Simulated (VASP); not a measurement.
# Si (Fd-3m) in VASP: a series of runs

One crystal, Si, is run at these levels: SCAN, rSCAN, LDA; tasks: relaxation of cell and atoms, single point.

Everything below comes from runs of VASP 6.6.1. Logs are shortened: lines on timing, memory, paths and dates and some standing lists are left out, and cuts for length are marked.

## (1) The crystal as given

Symmetry: Fd-3m, No. 227, cubic system. The conventional cell has a = 5.444 Å, b = 5.444 Å, c = 5.444 Å, α = 90.00°, β = 90.00°, γ = 90.00°. Around Si (site symmetry -43m) lie 4 Si at 2.36 Å.

## (2) Relaxation of cell and atoms, SCAN

The input, INCAR:

```
PREC = Accurate
ENCUT = 600
EDIFF = 1E-7
ISMEAR = -1
SIGMA = 0.05
LREAL = False
LASPH = True
NELM = 60
ALGO = Normal
ISIF = 3
LWAVE = False
LCHARG = False
METAGGA = SCAN
LMIXTAU = True
IBRION = 2
NSW = 40
EDIFFG = -0.02
```

The input, KPOINTS:

```
regular mesh
0
Gamma
  8 8 8
```

The input, POSCAR:

```
Si
1.0
    0.0000000000      2.7218511865      2.7218511865
    2.7218511865      0.0000000000      2.7218511865
    2.7218511865      2.7218511865      0.0000000000
Si
2
Direct
    0.5000000000      0.5000000000      0.5000000000
    0.7500000000      0.7500000000      0.7500000000
```

Potentials or basis: VASP PAW PBE potentials, release 64 (Si).

On the command line:

```bash
$ cat potpaw_PBE.64/Si/POTCAR > POTCAR
$ mpirun -np 1 vasp_std > vasp.out
```

OUTCAR:

```text
PREC = Accurate
   ENCUT = 600
   EDIFF = 1E-7
   ISMEAR = -1
   LREAL = False
   LASPH = True
   NELM = 60
   ISIF = 3
   METAGGA = SCAN
   IBRION = 2
   NSW = 40
   EDIFFG = -0.02

 ion  position               nearest neighbor table
   1  0.500  0.500  0.500-   2 2.36   2 2.36   2 2.36   2 2.36
   2  0.750  0.750  0.750-   1 2.36   1 2.36   1 2.36   1 2.36

  LATTYP: Found a face centered cubic cell.
 ALAT       =     5.4437023730

  Lattice vectors:

 A1 = (   0.0000000000,   2.7218511865,   2.7218511865)
 A2 = (   2.7218511865,   0.0000000000,   2.7218511865)
 A3 = (   2.7218511865,   2.7218511865,   0.0000000000)

Analysis of symmetry for initial positions (statically):
=====================================================================
 Subroutine PRICEL returns:
 Original cell was already a primitive cell.

 Routine SETGRP: Setting up the symmetry group for a
 face centered cubic supercell.

 Subroutine GETGRP returns: Found 48 space group operations
 (whereof 24 operations were pure point group operations)
 out of a pool of 48 trial point group operations.

The static configuration has the point symmetry T_d .
 The point group associated with its full space group is O_h .

Analysis of symmetry for dynamics (positions and initial velocities):
=====================================================================
 Subroutine PRICEL returns:
 Original cell was already a primitive cell.

 Routine SETGRP: Setting up the symmetry group for a
 face centered cubic supercell.

 Subroutine GETGRP returns: Found 48 space group operations
 (whereof 24 operations were pure point group operations)
 out of a pool of 48 trial point group operations.

The dynamic configuration has the point symmetry T_d .
 The point group associated with its full space group is O_h .

 Subroutine INISYM returns: Found 48 space group operations
 (whereof 24 operations are pure point group operations),
 and found     1 'primitive' translations

----------------------------------------------------------------------------------------

                                     Primitive cell

  volume of cell :      40.3295

  direct lattice vectors                    reciprocal lattice vectors
     0.000000000  2.721851186  2.721851186    -0.183698507  0.183698507  0.183698507
     2.721851186  0.000000000  2.721851186     0.183698507 -0.183698507  0.183698507
     2.721851186  2.721851186  0.000000000     0.183698507  0.183698507 -0.183698507

  length of vectors
[... 79 lines left out ...]
   ICHARG =      2    charge: 1-file 2-atom 10-const
   ISPIN  =      1    spin polarized calculation?
   LNONCOLLINEAR =      F non collinear calculations
   LSORBIT =      F    spin-orbit coupling
   LASPH  =      T    aspherical Exc in radial PAW
   ENCUT  =  600.0 eV  44.10 Ry    6.64 a.u.   7.69  7.69  7.69*2*pi/ulx,y,z
   NELM   =     60;   NELMIN=  2; NELMDL= -5     # of ELM steps
   EDIFF  = 0.1E-06   stopping-criterion for ELM
   LREAL  =      F    real-space projection
   EDIFFG = -.2E-01   stopping-criterion for IOM
   NSW    =     40    number of steps for IOM
   IBRION =      2    ionic relax: 0-MD 1-quasi-New 2-CG
   NFREE  =      1    steps in history (QN), initial steepest desc. (CG)
   ISIF   =      3    stress and relaxation
   ISYM   =      2    0-nonsym 1-usesym 2-fastsym
   POTIM  = 0.5000    time-step for ionic-motion
   TEBEG  =    0.0;   TEEND  =   0.0 temperature during run
   PSTRESS=    0.0 pullay stress
   NELECT =       8.0000    total number of electrons
   NUPDOWN=      -1.0000    fix difference up-down
   EMIN   =  10.00;   EMAX   =-10.00  energy-range for DOS
   EFERMI =   0.00;   METHOD = LEGACY
   ISMEAR =    -1;   SIGMA  =   0.05  broadening in eV -4-tet -1-fermi 0-gaus
   EFERMI_NEDOS =   21; number of points for ismear=-14 and -15
   IALGO  =     38    algorithm
   IMIX   =      4    mixing-type and parameters
     AMIX     =   0.40;   BMIX     =  1.00
     AMIX_MAG =   1.60;   BMIX_MAG =  1.00
  volume/ion in A,a.u.               =      20.16       136.08
  Fermi-wavevector in a.u.,A,eV,Ry     =   0.954766  1.804247 12.402783  0.911579
  Thomas-Fermi vector in A             =   2.083543
   LORBIT       =      0    0 simple, 1 ext, 2 COOP (PROOUT), +10 PAW based schemes
   METAGGA = SCAN    functional components
   LHFCALC =     F    Hartree Fock is set to
   AEXX    =    0.0000 exact exchange contribution
   IVDW    =     0    specifies the selected vdW correction
   LEPSILON=     F    determine dielectric tensor
   LRPA    =     F    only Hartree local field effects (RPA)
 conjugate gradient relaxation of ions
 non-spin polarized calculation
  energy-cutoff  :      600.00
  volume of cell :       40.33
 maximum number of plane-waves:      1365
   NGX = 15   NGY = 15   NGZ = 15

--------------------------------------- Ionic step        1  -------------------------------------------

 number of electron       8.0000000 magnetization

 Free energy of the ion-electron system (eV)
  ---------------------------------------------------
  ext. energy  EPLUGINS =         0.00000000
  ---------------------------------------------------
  free energy    TOTEN  =       -20.01197919 eV

  energy without entropy =      -20.01197658  energy(sigma->0) =      -20.01197788

------------------------ aborting loop because EDIFF is reached ----------------------------------------

  FORCE on cell =-STRESS in cart. coord.  units (eV):
  Direction    XX          YY          ZZ          XY          YZ          ZX
  --------------------------------------------------------------------------------------
  -------------------------------------------------------------------------------------
  Total       -0.2208918     -0.2208918     -0.2208918     -0.0000000      0.0000000     -0.0000000
  in kB       -8.7754022     -8.7754022     -8.7754022     -0.0000000      0.0000000     -0.0000000
  external PRESSURE =      -8.7754022 kB  Pullay stress =       0.0000000 kB
[... 59 lines left out ...]
--------------------------------------- Ionic step        3  -------------------------------------------

 number of electron       7.9999999 magnetization

 Free energy of the ion-electron system (eV)
  ---------------------------------------------------
  ext. energy  EPLUGINS =         0.00000000
  ---------------------------------------------------
  free energy    TOTEN  =       -20.01294586 eV

  energy without entropy =      -20.01294289  energy(sigma->0) =      -20.01294438

 E-fermi :   6.0987     XC(G=0):  -9.8135

 val. band max:        5.6839220288   @ k =   0.0000   0.0000   0.0000
 cond. band min:       6.5534804733   @ k =   0.3750   0.3750   0.0000
 fundamental gap:      0.8695584445
 Fermi energy:         6.0986776508

 k-point     1 :       0.0000    0.0000    0.0000
  band No.  band energies     occupation
      1      -6.7262      2.00000
      2       5.6839      1.99950
      3       5.6839      1.99950
      4       5.6839      1.99950
      5       8.5509      0.00000
      6       8.5509      0.00000
      7       8.5509      0.00000
      8       9.7521      0.00000
[... 335 lines left out ...]
  FREE ENERGIE OF THE ION-ELECTRON SYSTEM (eV)
  ---------------------------------------------------
  free  energy   TOTEN  =       -20.0129458646 eV

  energy  without entropy=      -20.0129428891  energy(sigma->0) =      -20.01294438

 reached required accuracy - stopping structural energy minimisation
```

Run time: 67 s. Hardware: 1 thread of Intel Xeon 6975P-C (Granite Rapids), shared host; peak memory 0.18 GiB.

What came out:

| Property | Result |
| --- | --- |
| Free energy | -20.0129 eV |
| Relaxed volume | 19.99 Å³/atom |
| Relaxed cell | a = 3.838 Å, b = 3.838 Å, c = 3.838 Å, α = 60.00°, β = 60.00°, γ = 60.00° |
| Space group after relaxing (to 0.05 Å) | Fd-3m (No. 227) |
| Energy gained by relaxing | 0.5 meV/atom |
| Ionic steps | 3 |
| Pressure after relaxing | 0.0 GPa |
| Band gap on the k mesh | 0.87 eV, indirect (least direct gap 2.87 eV) |

The path:
| step | energy change (eV) | largest force (eV/Å) | pressure (GPa) | volume (Å³) |
| --- | --- | --- | --- | --- |
| 1 | 0.0000 | 0.0000 | -0.88 | 40.33 |
| 2 | -0.0003 | 0.0000 | 0.71 | 39.69 |
| 3 | -0.0010 | 0.0000 | -0.02 | 39.98 |

Final structure:
```yaml
crystal:
  lattice:
    - [0.00000, 2.71390, 2.71390]
    - [2.71390, 0.00000, 2.71390]
    - [2.71390, 2.71390, 0.00000]
  atoms:
    - { symbol: Si, position: [0.50000, 0.50000, 0.50000] }
    - { symbol: Si, position: [0.75000, 0.75000, 0.75000] }
```

Caveat: the PAW data sets were made with another functional, which shifts forces and pressure a little.

## (3) Relaxation of cell and atoms, rSCAN

The input, INCAR:

```
SYSTEM = Si
PREC = Accurate
ENCUT = 600
EDIFF = 1E-6
ISMEAR = -1
SIGMA = 0.05
LREAL = .FALSE.
LASPH = .TRUE.
NELM = 80
ALGO = Normal
ISIF = 3
LWAVE = .FALSE.
LCHARG = .FALSE.
METAGGA = RSCAN
LMIXTAU = .TRUE.
IBRION = 2
NSW = 40
EDIFFG = -0.005
```

The input, KPOINTS:

```
regular mesh
0
G
  8 8 8
  0 0 0
```

POSCAR is that of step 2.

Potentials or basis: VASP PAW PBE potentials, release 64 (Si).

On the command line:

```bash
$ cat potpaw_PBE.64/Si/POTCAR > POTCAR
$ mpirun -np 1 vasp_std > vasp.out
```

Wall time 45 s (1 thread of Intel Xeon 6975P-C (Granite Rapids), shared host); peak memory 0.17 GiB.

Results (log left out):

```
Free energy                            : -21.3710 eV
Relaxed volume                         : 20.07 Å³/atom
Relaxed cell                           : a = 3.843 Å, b = 3.843 Å, c = 3.843 Å, α = 60.00°, β = 60.00°, γ = 60.00°
Space group after relaxing (to 0.05 Å) : Fd-3m (No. 227)
Energy gained by relaxing              : 0.1 meV/atom
Ionic steps                            : 3
Pressure after relaxing                : 0.0 GPa
Band gap on the k mesh                 : 0.82 eV, indirect (least direct gap 2.74 eV)
```

Step by step:
| step | energy change (eV) | largest force (eV/Å) | pressure (GPa) | volume (Å³) |
| --- | --- | --- | --- | --- |
| 1 | 0.0000 | 0.0000 | -0.44 | 40.33 |
| 2 | -0.0001 | 0.0000 | 0.32 | 40.01 |
| 3 | -0.0003 | 0.0000 | 0.01 | 40.14 |

Final structure:
```yaml
crystal:
  lattice:
    - [0.00000, 2.71748, 2.71748]
    - [2.71748, 0.00000, 2.71748]
    - [2.71748, 2.71748, 0.00000]
  atoms:
    - { symbol: Si, position: [0.50000, 0.50000, 0.50000] }
    - { symbol: Si, position: [0.75000, 0.75000, 0.75000] }
```

Levels at points of the mesh, in eV from the valence-band top:
```tsv
k point	band 2	band 3	band 4	band 5	band 6	band 7
(0.00, 0.00, 0.00)	0.00	0.00	0.00	2.74	2.74	2.74
(0.50, 0.00, 0.00)	-7.25	-1.27	-1.27	1.85	3.58	3.58
(0.50, 0.50, 0.00)	-8.15	-3.00	-3.00	0.93	0.93	10.81
```

Caveat: the PAW data sets were made with another functional, which shifts forces and pressure a little.

[end of part 1 of 2]
